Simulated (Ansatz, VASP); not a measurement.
## One calculation of Ti, two programs

File INCAR:

```
SYSTEM = Ti
ALGO     = Fast           ! electronic algorithm
EDIFF    = 1E-6           ! SCF threshold, eV
ENCUT    = 520            ! plane-wave cutoff, eV
ISIF     = 2              ! what is computed and relaxed
ISMEAR   = -1             ! smearing method
LASPH    = .TRUE.         ! aspherical terms in the spheres
LCHARG   = .FALSE.        ! write CHGCAR
LREAL    = .FALSE.        ! projectors in reciprocal space
LWAVE    = .FALSE.        ! write WAVECAR
NBANDS   = 12             ! bands
NELM     = 80             ! most SCF steps
PREC     = Accurate       ! precision mode
SIGMA    = 0.05           ! smearing width, eV
```

The input KPOINTS:

```
k-points
0
G
  11 11 11
  0 0 0
```

POSCAR

```
Ti
1.0
    0.0000000000      2.0025642044      2.0025642044
    2.0025642044      0.0000000000      2.0025642044
    2.0025642044      2.0025642044      0.0000000000
Ti
1
Direct
    0.0000000000      0.0000000000      0.0000000000
```

input.yaml

```yaml
crystal:
  lattice:
    - [0.0, 2.0025642044, 2.0025642044]
    - [2.0025642044, 0.0, 2.0025642044]
    - [2.0025642044, 2.0025642044, 0.0]
  atoms:
    - { symbol: Ti, position: [0.0, 0.0, 0.0] }
kpoints:
  mp_grid: { grid: [11, 11, 11] }
scf:
  occupations: { method: fermi_dirac, width: 0.05 }
hamiltonian:
  xc: lda
  pseudopotentials: { kind: all_electron, lapw: { basis_error: 0.001 } }
output:
  forces: true
  stress: true
  eigenvalues: true
```

Change from the starting cell: volume scaled by 0.96.

Alike in both runs: task single point; functional LDA; k mesh 11 × 11 × 11; occupations fermi-dirac, width 0.05 eV; no spin polarisation.

```csv
,VASP,Ansatz
version,VASP 6.6.1,Ansatz 0.2.0
potentials or method,"VASP PAW LDA potentials, release 64 (Ti_sv)","all-electron LAPW, scalar-relativistic"
plane-wave cutoff (eV),520,see its input
```

```tsv
	VASP	Ansatz	Ansatz less VASP
gap on the k mesh at the Fermi level (eV)	none	none	-
pressure (GPa)	-0.8	-0.5	+0.31
```

A gap of «none» marks a metal or a gap that the smearing closes. Ansatz ran all-electron here, so the differences hold the error of VASP's frozen core and of both bases.
